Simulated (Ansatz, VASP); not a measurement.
One calculation of K, two programs

Contents of POSCAR:

```
K
1.0
   -2.6692069284      2.6692069284      2.6692069284
    2.6692069284     -2.6692069284      2.6692069284
    2.6692069284      2.6692069284     -2.6692069284
K
1
Direct
    0.0000000000      0.0000000000      0.0000000000
```

File INCAR.step1:

```
  PREC = Accurate
  ENCUT = 520
  ISMEAR = -1
  SIGMA = 0.05
  LREAL = False
  LASPH = True
  NELM = 60
  NBANDS = 10
  GGA = PE
  ALGO = Normal
  EDIFF = 1E-4
  LWAVE = True
  LCHARG = False
```

Contents of INCAR.step2:

```
  PREC = Accurate
  ENCUT = 520
  EDIFF = 1E-7
  ISMEAR = -1
  SIGMA = 0.05
  LREAL = False
  LASPH = True
  NELM = 60
  ALGO = Normal
  ISIF = 2
  LWAVE = False
  LCHARG = False
  METAGGA = R2SCAN
  LMIXTAU = True
  NBANDS = 10
  ISTART = 1
```

KPOINTS

```
Automatic mesh
0
Gamma
  14 14 14
```

Input for Ansatz:

```yaml
crystal:
  lattice:
    - [-2.6692069284, 2.6692069284, 2.6692069284]
    - [2.6692069284, -2.6692069284, 2.6692069284]
    - [2.6692069284, 2.6692069284, -2.6692069284]
  atoms:
    - { symbol: K, position: [0.0, 0.0, 0.0] }
kpoints:
  mp_grid: { grid: [14, 14, 14] }
scf:
  occupations: { method: fermi_dirac, width: 0.05 }
hamiltonian:
  xc: r2scan
  pseudopotentials: { kind: all_electron, datasets: crystal }
output:
  forces: true
  stress: true
  eigenvalues: true
```

Alike in both runs: task single point; functional r2SCAN; k mesh 14 × 14 × 14; occupations fermi-dirac, width 0.05 eV; no spin polarisation.

|  | VASP | Ansatz |
| --- | --- | --- |
| version | VASP 6.6.1 | Ansatz 0.2.0 |
| potentials or method | VASP PAW PBE potentials, release 64 (K_sv) | all-electron PAW with datasets made for the crystal, scalar-relativistic |
| plane-wave cutoff (eV) | 520 | see its input |

|  | VASP | Ansatz | Ansatz less VASP |
| --- | --- | --- | --- |
| pressure (GPa) | 0.0 | 0.0 | +0.03 |

Ansatz ran all-electron here, so the differences hold the error of VASP's frozen core and of both bases.

Caveats: the PAW data sets were made with another functional, which shifts forces and pressure a little (VASP).
